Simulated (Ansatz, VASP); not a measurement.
# Two plane-wave programs on SiO2

File INCAR:

```
SYSTEM = SiO2
PREC = Accurate ; ENCUT = 520
EDIFF = 1E-6 ; ISMEAR = 0
SIGMA = 0.05 ; LREAL = .FALSE.
LASPH = .TRUE. ; NELM = 100
ALGO = Normal ; ISIF = 2
LWAVE = .FALSE. ; LCHARG = .FALSE.
GGA = CA ; NBANDS = 34
```

The input KPOINTS:

```
Automatic mesh
0
G
  6 6 4
  0 0 0
```

The input POSCAR:

```
SiO2
1.0
    5.1898593420      0.0000000000      0.0000000000
   -2.5949296710      4.4945500322      0.0000000000
    0.0000000000      0.0000000000      5.6906006435
Si O
3 6
Direct
    0.0000000000      0.5000000000      0.3333333333
    0.5000000000      0.5000000000      0.6666666667
    0.5000000000      0.0000000000      0.0000000000
    0.5843949021      0.7921974511      0.8333333333
    0.7921974511      0.5843949021      0.5000000000
    0.7921974511      0.2078025489      0.1666666667
    0.4156050979      0.2078025489      0.8333333333
    0.2078025489      0.4156050979      0.5000000000
    0.2078025489      0.7921974511      0.1666666667
```

Input for Ansatz:

```yaml
crystal:
  lattice:
    - [5.189859342, 0.0, 0.0]
    - [-2.594929671, 4.4945500322, 0.0]
    - [0.0, 0.0, 5.6906006435]
  atoms:
    - { symbol: Si, position: [0.0, 0.5, 0.3333333333] }
    - { symbol: Si, position: [0.5, 0.5, 0.6666666667] }
    - { symbol: Si, position: [0.5, 0.0, 0.0] }
    - { symbol: O, position: [0.5843949021, 0.7921974511, 0.8333333333] }
    - { symbol: O, position: [0.7921974511, 0.5843949021, 0.5] }
    - { symbol: O, position: [0.7921974511, 0.2078025489, 0.1666666667] }
    - { symbol: O, position: [0.4156050979, 0.2078025489, 0.8333333333] }
    - { symbol: O, position: [0.2078025489, 0.4156050979, 0.5] }
    - { symbol: O, position: [0.2078025489, 0.7921974511, 0.1666666667] }
basis:
  ecutwfc: 420
kpoints:
  mp_grid: { grid: [6, 6, 4] }
hamiltonian:
  xc: lda
scf:
  occupations: { method: gaussian, width: 0.05 }
output:
  forces: true
  stress: true
  eigenvalues: true
```

Change from the starting cell: strain +0.030 along x and y, +0.030 along z, atoms carried along.

Alike in both runs: task single point; functional LDA; k mesh 6 × 6 × 4; occupations gaussian, width 0.05 eV; no spin polarisation.

|  | VASP | Ansatz |
| --- | --- | --- |
| version | VASP 6.6.1 | Ansatz 0.2.0 |
| potentials or method | VASP PAW LDA potentials, release 64 (Si, O) | scalar-relativistic, plane waves, PAW |
| plane-wave cutoff (eV) | 520 | 420 |
| valence electrons in the cell | 48 | 48 |

Ansatz gave:

* gap on the k mesh at the Fermi level (eV): 4.96
* least direct gap on the mesh (eV): 5.12
* pressure (GPa): -14.0
* largest component of the traceless stress (GPa): 0.09
* rms of the force components (eV/Å): 0.290

What did VASP give for the same quantities?

gap on the k mesh at the Fermi level (eV): 4.96; least direct gap on the mesh (eV): 5.13; pressure (GPa): -13.5; largest component of the traceless stress (GPa): 0.05; rms of the force components (eV/Å): 0.288.

Atom by atom the forces differ by 0.002 eV/Å (rms over components).

A k mesh can miss the band edges.
